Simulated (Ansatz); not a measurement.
## Does relaxation matter for the field gradients of In2O3 with Cd replacing In?

Start: a supercell of In2O3 (corundum type, R-3c) built from a COD entry, with all atoms left at the host's positions.

Space group R3:H (No. 146); a = 10.9740, c = 14.5100 Å, γ = 120.00°.

| site | Wyckoff | site symmetry | x | y | z |
| --- | --- | --- | --- | --- | --- |
| Cd | 3a | 3. | 0.0000 | 0.0000 | 0.3573 |
| In2 | 9b | 1 | 0.1667 | 0.8333 | 0.6906 |
| In5 | 3a | 3. | 0.0000 | 0.0000 | 0.1427 |
| In6 | 9b | 1 | 0.1667 | 0.8333 | 0.4760 |
| In9 | 3a | 3. | 0.0000 | 0.0000 | 0.6427 |
| In10 | 9b | 1 | 0.8333 | 0.1667 | 0.3094 |
| In13 | 3a | 3. | 0.0000 | 0.0000 | 0.8573 |
| In14 | 9b | 1 | 0.8333 | 0.1667 | 0.5240 |
| O17 | 9b | 1 | 0.8157 | 0.9823 | 0.5833 |
| O18 | 9b | 1 | 0.3157 | 0.4823 | 0.5833 |
| O19 | 9b | 1 | 0.1490 | 0.1490 | 0.2500 |
| O20 | 9b | 1 | 0.3157 | 0.9823 | 0.5833 |
| O29 | 9b | 1 | 0.1843 | 0.0177 | 0.4167 |
| O30 | 9b | 1 | 0.6843 | 0.5177 | 0.4167 |
| O31 | 9b | 1 | 0.8510 | 0.8510 | 0.7500 |
| O32 | 9b | 1 | 0.6843 | 0.0177 | 0.4167 |

One atom of each set is listed; the run and its k-mesh use a cell of 40 atoms with edges of 7.97, 7.97, 7.97 Å.

Method: Kohn–Sham DFT in Ansatz, PBE, plane waves and PAW, scalar-relativistic, collinear spin, 420 eV cutoff, Γ-centred 3×3×3 k-points, Fermi–Dirac smearing 0.01 eV. Start moments as typed (μB): 1 on each Cd, none on the rest.

The largest force at the start is 0.98 eV/Å. Relaxing the ions at fixed cell moves them by 0.079 Å at most (atom 37, O) and 0.028 Å rms.

| site | moved (Å) | first shell before | first shell after | V_zz before (10²¹ V/m²) | η before |
| --- | --- | --- | --- | --- | --- |
| Cd | 0.043 | 6 O at 2.12–2.26 Å | 6 O at 2.17–2.33 Å | 3.31 | 0.00 |
| In5 | 0.021 | 6 O at 2.12–2.26 Å | 6 O at 2.12–2.23 Å | 4.71 | 0.00 |
| In6 | 0.013 | 6 O at 2.12–2.26 Å | 6 O at 2.11–2.26 Å | 4.93 | 0.08 |
| In9 | 0.006 | 6 O at 2.12–2.26 Å | 6 O at 2.12–2.25 Å | 4.88 | 0.00 |
| In10 | 0.006 | 6 O at 2.12–2.26 Å | 6 O at 2.11–2.26 Å | 4.80 | 0.05 |
| In14 | 0.016 | 6 O at 2.12–2.26 Å | 6 O at 2.11–2.27 Å | 4.84 | 0.10 |
| O19 | 0.043 | 3 In at 2.12–2.26 Å, 1 Cd at 2.26 Å | 3 In at 2.11–2.23 Å, 1 Cd at 2.33 Å | -4.26 | 0.47 |
| O20 | 0.018 | 4 In at 2.12–2.26 Å | 4 In at 2.12–2.26 Å | -4.53 | 0.59 |
| O29 | 0.079 | 3 In at 2.12–2.26 Å, 1 Cd at 2.12 Å | 3 In at 2.11–2.23 Å, 1 Cd at 2.17 Å | -5.23 | 0.65 |
| O30 | 0.008 | 4 In at 2.12–2.26 Å | 4 In at 2.12–2.27 Å | -4.77 | 0.40 |

(1) What are V_zz and η after the relaxation?

## Answers

(1) 

| site | V_zz after | η after | change of V_zz |
| --- | --- | --- | --- |
| Cd | 3.77 | 0.00 | +0.46 |
| In5 | 4.32 | 0.00 | -0.39 |
| In6 | 4.88 | 0.27 | -0.05 |
| In9 | 4.50 | 0.00 | -0.38 |
| In10 | 4.37 | 0.24 | -0.43 |
| In14 | 5.06 | 0.46 | +0.22 |
| O19 | -3.90 | 0.55 | +0.36 |
| O20 | -4.32 | 0.55 | +0.21 |
| O29 | -4.74 | 0.50 | +0.49 |
| O30 | -4.70 | 0.40 | +0.07 |

The largest change of V_zz is on O29, from -5.23 to -4.74. The whole tensor moves most on In14, by 1.61 along its most changed direction. In per cent, |V_zz| changes by +14 on Cd, -9 to +5 on In, -9 to -1 on O (all sites that start above 2). Where |V_zz| stays above 0.1, η moves most on In14, from 0.10 to 0.46. The table leaves out 6 of the 16 sites, with |V_zz| up to 4.84; their tensors move by 0.28 at most along any direction. The statements above cover all sites.

The defect repeats with the cell of 40 atoms, so it feels its images: sites between two images don't show the values beside a lone defect, and zeros or small values of η there can come from the images' arrangement. In and O carry a gradient in the pure host already, so the values there aren't the defect's effect alone. The defect cell has no gap above 0.1 eV on its mesh, so the values can hang on the smearing and the k-mesh. Without spin–orbit coupling (the program notes it for Cd and In) the gradients can shift somewhat, as the gap is small. The cell keeps the host's lattice, where the PBE pressure is 9 GPa. The run lost most of its start moments on Cd; a state with other moments may lie lower.
Before: The neighbours have not yet relaxed around the defect (largest force 0.98 eV/Å), so a real crystal will differ.
After: The relaxation keeps the site symmetry 3 of the start, so the impurity can move only along its axis; a distortion that would localise the partly filled state isn't explored.
